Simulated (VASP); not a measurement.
# Ag in VASP: relaxation of the atoms with r2SCAN+rVV10

Aim: the relaxation of the atoms of Ag with r2SCAN+rVV10.

Program: VASP 6.6.1. These are calculated values, not measurements. Logs are shortened: lines on timing, memory, paths and dates and some standing lists are left out, and cuts for length are marked.

### Step 1. The slab as given

The cell holds a slab with vacuum, 4 atoms: a = 2.911 Å, b = 2.911 Å, c = 29.657 Å, α = 90.00°, β = 90.00°, γ = 120.00°.

The cell was built by a generator and needn't be a form met in nature.

### Step 2. Relaxation of the atoms, r2SCAN+rVV10

INCAR

```
SYSTEM = Ag
PREC = Accurate
ENCUT = 520
EDIFF = 1E-6
ISMEAR = 1
SIGMA = 0.1
LREAL = .False.
LASPH = .True.
NELM = 120
ALGO = Normal
ISIF = 2
LWAVE = .False.
LCHARG = .False.
LDIPOL = .True.
IDIPOL = 3
DIPOL = 0.5 0.5 0.500
METAGGA = R2SCAN
LMIXTAU = .True.
LUSE_VDW = .True.
IVDW_NL = 2
BPARAM = 11.95
CPARAM = 0.0093
IBRION = 2
NSW = 90
EDIFFG = -0.02
KPAR = 2
```

KPOINTS

```
Automatic mesh
0
Gamma
  15 15 1
  0 0 0
```

POSCAR

```
Ag
1.0
    1.4555329600      2.5210570600      0.0000000000
   -2.9110659100      0.0000000000      0.0000000000
    0.0000000000      0.0000000000     29.6568606300
Ag
4
Direct
    0.6666670000      0.3333330000      0.3822453900
    0.3333340000      0.6666660000      0.4607484600
    0.0000000000      1.0000000000      0.5392515400
    0.6666670000      0.3333330000      0.6177546100
```

Potentials or basis: VASP PAW PBE potentials, release 64 (Ag).

Launch:

```console
> cat potpaw_PBE.64/Ag/POTCAR > POTCAR
> mpirun -np 2 vasp_std > vasp.out
```

OUTCAR:

```text
SYSTEM = Ag
   PREC = Accurate
   ENCUT = 520
   EDIFF = 1E-6
   ISMEAR = 1
   LREAL = .False.
   LASPH = .True.
   NELM = 120
   ISIF = 2
   METAGGA = R2SCAN
   IVDW_NL = 2
   BPARAM = 11.95
   IBRION = 2
   NSW = 90
   EDIFFG = -0.02

 ion  position               nearest neighbor table
   1  0.667  0.333  0.382-   2 2.87   2 2.87   2 2.87
   2  0.333  0.667  0.461-   1 2.87   3 2.87   3 2.87   1 2.87   1 2.87   3 2.87
   3  0.000  0.000  0.539-   4 2.87   2 2.87   2 2.87   4 2.87   4 2.87   2 2.87
   4  0.667  0.333  0.618-   3 2.87   3 2.87   3 2.87

  LATTYP: Found a hexagonal cell.
 ALAT       =     2.9110659384
 C/A-ratio  =    10.1876292939

  Lattice vectors:

 A1 = (   1.4555329600,   2.5210570600,   0.0000000000)
 A2 = (  -2.9110659100,   0.0000000000,   0.0000000000)
 A3 = (   0.0000000000,   0.0000000000,  29.6568606300)

Analysis of symmetry for initial positions (statically):
=====================================================================
 Subroutine PRICEL returns:
 Original cell was already a primitive cell.

 Routine SETGRP: Setting up the symmetry group for a
 hexagonal supercell.

 Subroutine GETGRP returns: Found 12 space group operations
 (whereof  6 operations were pure point group operations)
 out of a pool of 24 trial point group operations.

The static configuration has the point symmetry C_3v.
 The point group associated with its full space group is D_3d.

Analysis of symmetry for dynamics (positions and initial velocities):
=====================================================================
 Subroutine PRICEL returns:
 Original cell was already a primitive cell.

 Routine SETGRP: Setting up the symmetry group for a
 hexagonal supercell.

 Subroutine GETGRP returns: Found 12 space group operations
 (whereof  6 operations were pure point group operations)
 out of a pool of 24 trial point group operations.

The dynamic configuration has the point symmetry C_3v.
 The point group associated with its full space group is D_3d.

 Subroutine INISYM returns: Found 12 space group operations
 (whereof  6 operations are pure point group operations),
 and found     1 'primitive' translations

----------------------------------------------------------------------------------------

                                     Primitive cell

  volume of cell :     217.6506

  direct lattice vectors                    reciprocal lattice vectors
     1.455532960  2.521057060  0.000000000     0.000000000  0.396659011  0.000000000
    -2.911065910  0.000000000  0.000000000    -0.343516784  0.198329506  0.000000000
     0.000000000  0.000000000 29.656860630     0.000000000  0.000000000  0.033719011

  length of vectors
     2.911065938  2.911065910 29.656860630     0.396659011  0.396659015  0.033719011

  position of ions in fractional coordinates (direct lattice)
     0.666667000  0.333333000  0.382245390
     0.333334000  0.666666000  0.460748460
     0.000000000  0.000000000  0.539251540
     0.666667000  0.333333000  0.617754610

  ion indices of the primitive-cell ions
   primitive index   ion index
                 1           1
                 2           2
                 3           3
                 4           4

----------------------------------------------------------------------------------------

 KPOINTS: Automatic mesh

Automatic generation of k-mesh.
 Grid dimensions read from file:
 generate k-points for:   15   15    1

 Generating k-lattice:

  Cartesian coordinates                     Fractional coordinates (reciprocal lattice)
     0.000000000  0.026443934  0.000000000     0.066666667  0.000000000  0.000000000
    -0.022901119  0.013221967  0.000000000     0.000000000  0.066666667  0.000000000
     0.000000000  0.000000000  0.033719011     0.000000000  0.000000000  1.000000000

  Length of vectors
     0.026443934  0.026443934  0.033719011

  Shift w.r.t. Gamma in fractional coordinates (k-lattice)
     0.000000000  0.000000000  0.000000000

 Subroutine IBZKPT returns following result:
 ===========================================

 Found     27 irreducible k-points:

 Following reciprocal coordinates:
            Coordinates               Weight
  0.000000  0.000000  0.000000      1.000000
  0.066667  0.000000  0.000000      6.000000
  0.133333  0.000000  0.000000      6.000000
  0.200000  0.000000  0.000000      6.000000
  0.266667  0.000000  0.000000      6.000000
  0.333333  0.000000  0.000000      6.000000
[... 16 lines left out ...]
  0.333333  0.200000  0.000000     12.000000
  0.400000  0.200000  0.000000      6.000000
 [... further k-points ...]
   k-points           NKPTS =     27   k-points in BZ     NKDIM =     27   number of bands    NBANDS=     26
   number of dos      NEDOS =    301   number of ions     NIONS =      4
   total plane-waves  NPLWV = 129024
   dimension x,y,z NGX =    24 NGY =   24 NGZ =  224
   dimension x,y,z NGXF=    48 NGYF=   48 NGZF=  448
   ions per type =               4
   NGX,Y,Z   is equivalent  to a cutoff of  13.71, 13.71, 12.56 a.u.
   NGXF,Y,Z  is equivalent  to a cutoff of  27.41, 27.41, 25.11 a.u.
 SYSTEM =  Ag
   PREC   = accura    normal or accurate (medium, high low for compatibility)
   ISTART =      0    job   : 0-new  1-cont  2-samecut
   ICHARG =      2    charge: 1-file 2-atom 10-const
   ISPIN  =      1    spin polarized calculation?
   LNONCOLLINEAR =      F non collinear calculations
   LSORBIT =      F    spin-orbit coupling
   LASPH  =      T    aspherical Exc in radial PAW
   ENCUT  =  520.0 eV  38.22 Ry    6.18 a.u.   5.41  5.41 55.14*2*pi/ulx,y,z
   NELM   =    120;   NELMIN=  2; NELMDL= -5     # of ELM steps
   EDIFF  = 0.1E-05   stopping-criterion for ELM
   LREAL  =      F    real-space projection
   EDIFFG = -.2E-01   stopping-criterion for IOM
   NSW    =     90    number of steps for IOM
   IBRION =      2    ionic relax: 0-MD 1-quasi-New 2-CG
   NFREE  =      1    steps in history (QN), initial steepest desc. (CG)
   ISIF   =      2    stress and relaxation
   ISYM   =      2    0-nonsym 1-usesym 2-fastsym
   POTIM  = 0.5000    time-step for ionic-motion
   TEBEG  =    0.0;   TEEND  =   0.0 temperature during run
   PSTRESS=    0.0 pullay stress
   NELECT =      44.0000    total number of electrons
   NUPDOWN=      -1.0000    fix difference up-down
   EMIN   =  10.00;   EMAX   =-10.00  energy-range for DOS
   EFERMI =   0.00;   METHOD = LEGACY
   ISMEAR =     1;   SIGMA  =   0.10  broadening in eV -4-tet -1-fermi 0-gaus
   EFERMI_NEDOS =   21; number of points for ismear=-14 and -15
   IALGO  =     38    algorithm
   IMIX   =      4    mixing-type and parameters
     AMIX     =   0.40;   BMIX     =  1.00
     AMIX_MAG =   1.60;   BMIX_MAG =  1.00
  volume/ion in A,a.u.               =      54.41       367.19
  Fermi-wavevector in a.u.,A,eV,Ry     =   0.960813  1.815674 12.560389  0.923163
  Thomas-Fermi vector in A             =   2.090131
   LORBIT       =      0    0 simple, 1 ext, 2 COOP (PROOUT), +10 PAW based schemes
   METAGGA = R2SCAN    functional components
   LHFCALC =     F    Hartree Fock is set to
   AEXX    =    0.0000 exact exchange contribution
   IVDW_NL    =     2    kernel type
   BPARAM     =11.9500
   IVDW    =     0    specifies the selected vdW correction
   LEPSILON=     F    determine dielectric tensor
   LRPA    =     F    only Hartree local field effects (RPA)
 conjugate gradient relaxation of ions
 non-spin polarized calculation
 Methfessel and Paxton  Order N= 1 SIGMA  =   0.10
  energy-cutoff  :      520.00
  volume of cell :      217.65
 maximum number of plane-waves:      5979
 NGX is ok and might be reduce to    24
   NGX = 11   NGY = 11   NGZ =111

--------------------------------------- Ionic step        1  -------------------------------------------

 number of electron      44.0000004 magnetization

 Free energy of the ion-electron system (eV)
  ---------------------------------------------------
  ext. energy  EPLUGINS =         0.00000000
  ---------------------------------------------------
  free energy    TOTEN  =       -83.05432691 eV

  energy without entropy =      -83.05276401  energy(sigma->0) =      -83.05380595

------------------------ aborting loop because EDIFF is reached ----------------------------------------

  FORCE on cell =-STRESS in cart. coord.  units (eV):
  Direction    XX          YY          ZZ          XY          YZ          ZX
  --------------------------------------------------------------------------------------
  -------------------------------------------------------------------------------------
  Total       -1.4829945     -1.4829946      0.2535185     -0.0000000     -0.0000000     -0.0000000
  in kB      -10.9166715    -10.9166718      1.8662091     -0.0000000     -0.0000000     -0.0000000
  external PRESSURE =      -6.6557114 kB  Pullay stress =       0.0000000 kB
[... 57 lines left out ...]
  FREE ENERGIE OF THE ION-ELECTRON SYSTEM (eV)
  ---------------------------------------------------
  free  energy   TOTEN  =       -83.0503832457 eV

  energy  without entropy=      -83.0490934497  energy(sigma->0) =      -83.04995331

 dipolmoment           0.000000      0.000000      0.000000 electrons x Angstroem

--------------------------------------- Ionic step        3  -------------------------------------------

 number of electron      44.0000005 magnetization

 dipolmoment           0.000000      0.000000     -0.000000 electrons x Angstroem

 Free energy of the ion-electron system (eV)
  ---------------------------------------------------
  ext. energy  EPLUGINS =         0.00000000
  ---------------------------------------------------
  free energy    TOTEN  =       -83.05047648 eV

  energy without entropy =      -83.04925638  energy(sigma->0) =      -83.05006978

 E-fermi :  -0.3506     XC(G=0):  -4.6179

 val. band max:       -0.4505714903   @ k =   0.4000   0.0667   0.0000
 cond. band min:      -0.3417382626   @ k =   0.2000   0.2000   0.0000
 fundamental gap:      0.1088332277
 Fermi energy:        -0.3505857385

 k-point     1 :       0.0000    0.0000    0.0000
  band No.  band energies     occupation
      1      -8.0341      2.00000
      2      -7.1838      2.00000
      3      -6.8781      2.00000
      4      -6.7249      2.00000
      5      -5.5939      2.00000
      6      -5.5939      2.00000
[... 685 lines left out ...]
     25       4.1193      0.00000
     26       4.8005      0.00000

 [... further k-points ...]

------------------------ aborting loop because EDIFF is reached ----------------------------------------

 vacuum level on the upper side and lower side of the slab       (xc-potential included)         0.046         0.046

  FORCE on cell =-STRESS in cart. coord.  units (eV):
  Direction    XX          YY          ZZ          XY          YZ          ZX
  --------------------------------------------------------------------------------------
  -------------------------------------------------------------------------------------
  Total       -1.7628677     -1.7628677      0.0181286     -0.0000000     -0.0000000     -0.0000000
  in kB      -12.9768836    -12.9768839      0.1334489     -0.0000000     -0.0000000     -0.0000000
  external PRESSURE =      -8.6067729 kB  Pullay stress =       0.0000000 kB

 VOLUME and BASIS-vectors are now :
 -----------------------------------------------------------------------------
  energy-cutoff  :      520.00
  volume of cell :      217.65
      direct lattice vectors                 reciprocal lattice vectors
     1.455532960  2.521057060  0.000000000     0.000000000  0.396659011  0.000000000
    -2.911065910  0.000000000  0.000000000    -0.343516784  0.198329506  0.000000000
     0.000000000  0.000000000 29.656860630     0.000000000  0.000000000  0.033719011
[... 10 lines left out ...]
  FREE ENERGIE OF THE ION-ELECTRON SYSTEM (eV)
  ---------------------------------------------------
  free  energy   TOTEN  =       -83.0504764756 eV

  energy  without entropy=      -83.0492563823  energy(sigma->0) =      -83.05006978

 reached required accuracy - stopping structural energy minimisation

 vacuum level on the upper side and lower side of the slab         4.131         4.132
```

Wall time 47 min (2 MPI ranks of Intel Xeon 6975P-C (Granite Rapids), shared host); peak memory 0.92 GiB.

Results:

```
Free energy                  : -83.0505 eV
Energy gained by relaxing    : -1.0 meV/atom
Ionic steps                  : 3
Largest force after relaxing : 0.009 eV/Å
Band gap on the k mesh       : none (metal or under the smearing width)
```

Forces in eV/Å, atoms in the order of the input:
```
Ag   0.000  0.000 -0.009
Ag   0.000  0.000 -0.004
Ag   0.000  0.000  0.004
Ag   0.000  0.000  0.009
```

Step by step:
```csv
step,energy change (eV),largest force (eV/Å),pressure (GPa)
1,0.0000,0.0698,-0.67
2,0.0039,0.0319,-0.86
3,0.0039,0.0087,-0.86
```

Final structure:
```xyz
4
Lattice="1.4555 2.5211 0.0000 -2.9111 0.0000 0.0000 0.0000 0.0000 29.6569" Properties=species:S:1:pos:R:3 pbc="T T T"
Ag    0.0000    1.6807   11.3372
Ag   -1.4555    0.8404   13.6582
Ag    0.0000    0.0000   15.9986
Ag    0.0000    1.6807   18.3197
```

Levels at points of the mesh, in eV from the Fermi level:
| k point | band 18 | band 19 | band 20 | band 21 | band 22 | band 23 | band 24 | band 25 | band 26 |
| --- | --- | --- | --- | --- | --- | --- | --- | --- | --- |
| (0.00, 0.00, 0.00) | -4.04 | -3.62 | -3.62 | -3.54 | -3.41 | -3.41 | -1.02 | 0.27 | 4.07 |

Caveat: the PAW data sets were made with another functional, which shifts forces and pressure a little.
